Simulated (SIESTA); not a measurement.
## WSe in SIESTA: convergence with vacuum

Input of the first run (vacuum 6); the others differ in this setting and in those tied to it:

WSe.fdf

```
SystemName                      WSe
SystemLabel                     WSe
NumberOfSpecies                 2
NumberOfAtoms                   4
%block ChemicalSpeciesLabel
  1  74 W
  2  34 Se
%endblock ChemicalSpeciesLabel

LatticeConstant                 1.0 Ang
%block LatticeVectors
     3.3179375931     0.0000000000     0.0000000000
    -1.6589687965     2.8734182438     0.0000000000
     0.0000000000     0.0000000000    22.6581000000
%endblock LatticeVectors
AtomicCoordinatesFormat         Fractional
%block AtomicCoordinatesAndAtomicSpecies
     0.0000000000     0.0000000000     0.1324029817  1  W
     0.3333333300     0.6666666600     0.2057656230  2  Se
     0.3333333300     0.6666666600     0.7942362492  2  Se
     0.0000000000     0.0000000000     0.8675988905  1  W
%endblock AtomicCoordinatesAndAtomicSpecies

%block kgrid.MonkhorstPack
    7   0   0  0.0
    0   7   0  0.0
    0   0   1  0.0
%endblock kgrid.MonkhorstPack
XC.Functional                   GGA
XC.Authors                      PBE
PAO.BasisSize                   DZP
PAO.EnergyShift                 0.003 Ry
Mesh.Cutoff                     800 Ry
OccupationFunction              FD
ElectronicTemperature           0.05 eV
Slab.DipoleCorrection           vacuum
MaxSCFIterations                120
SCF.MustConverge                false
SCF.Mixer.Method                Pulay
SCF.Mixer.Weight                0.25
SCF.Mixer.History               8
SCF.DM.Tolerance                5.0e-05
SCF.H.Tolerance                 1.0e-03 eV
WriteForces                     true
Charge.Mulliken                 end
%block PAO.Basis
  W 5
  n=5 0 2
    3.045 0.000
  n=6 0 2
    7.641 0.000
  n=5 1 2
    3.655 0.000
  n=6 1 1
    7.641
  n=5 2 2
    6.655 0.000
  Se 4
  n=4 0 2
    5.139 0.000
  n=4 1 2
    6.735 0.000
  n=3 2 2
    2.657 0.000
  n=4 2 1
    6.735
%endblock PAO.Basis
```

Potentials or basis: PseudoDojo 0.4 standard (PBE files), DZP (energy shift 0.003 Ry; two zetas on semicore shells).

Command:

```sh
$ siesta WSe.fdf > WSe.out 2>&1
```

Hardware: 1 thread of Arm Neoverse V2, with other jobs on the host.

Q: The values tried are 6, 8, 10, 12, 15, 20, loosest first. From which on does the gap on the mesh stay within 0.01 eV of the tightest run that finished?

A: From 8 on.

```tsv
vacuum	energy less the tightest run, at zero smearing (meV/atom)	largest force (eV/Å)	gap on the mesh (eV)	SCF cycles	CPU time (s)	peak memory (GiB)
6	-4.17	0.697	0.427	12	51	0.44
8	0.01	0.658	0.562	12	51	0.45
10	0.02	0.661	0.562	13	55	0.46
12	0.00	0.660	0.562	13	53	0.46
15	0.00	0.659	0.562	13	53	0.46
20	0.00	0.659	0.562	13	54	0.48
```

Against the tightest run, the energy stays within 1 meV/atom from 8 on; the largest force stays within 0.005 eV/Å from 8 on. The tightest run that finished is the yardstick and may itself not be fully converged.

Caveat, for the tightest run too: spin-orbit coupling is left out, which moves the levels of the heavy elements; the basis of atomic orbitals isn't converged, which shifts pressures, moduli and gaps.
